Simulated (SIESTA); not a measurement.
Crystal: BN.

```
N B
1.0
     0.00000    1.81300    1.81300
     1.81300    0.00000    1.81300
     1.81300    1.81300    0.00000
N B
1 1
Direct
  0.25000 0.25000 0.25000
  0.00000 0.00000 0.00000
```

The cell is a database's computed one.

Base run:

```yaml
Program: SIESTA 5.4.2
Functional: PBEsol
Potentials_or_basis: PseudoDojo 0.4 standard (PBEsol files)
Basis: DZP (energy shift 0.003 Ry)
Grid_cutoff: 800 Ry
Energy_shift: 0.003 Ry
k_mesh: 13 × 13 × 13
Occupations: fermi-dirac, width 0.05 eV
Spin: no spin polarisation
```

Its results: band gap on the k mesh 4.45 eV, indirect (least direct gap 8.79 eV); pressure -2.4 GPa.

Q: The run is repeated on the same cell with these changes: functional from PBEsol to PBE; potentials or basis from PseudoDojo 0.4 standard (PBEsol files) to PseudoDojo 0.4 standard (PBE files). What comes out?

A: Band gap on the k mesh 4.64 eV, indirect (least direct gap 8.84 eV); pressure 2.6 GPa.

Caveats: the basis of atomic orbitals isn't converged, which shifts pressures, moduli and gaps; the basis holds too few empty states to meet the f-sum rule, so the spectrum is short of weight at high energy (some runs); an odd mesh through Γ misses points on the zone boundary, where band edges often lie (some runs).
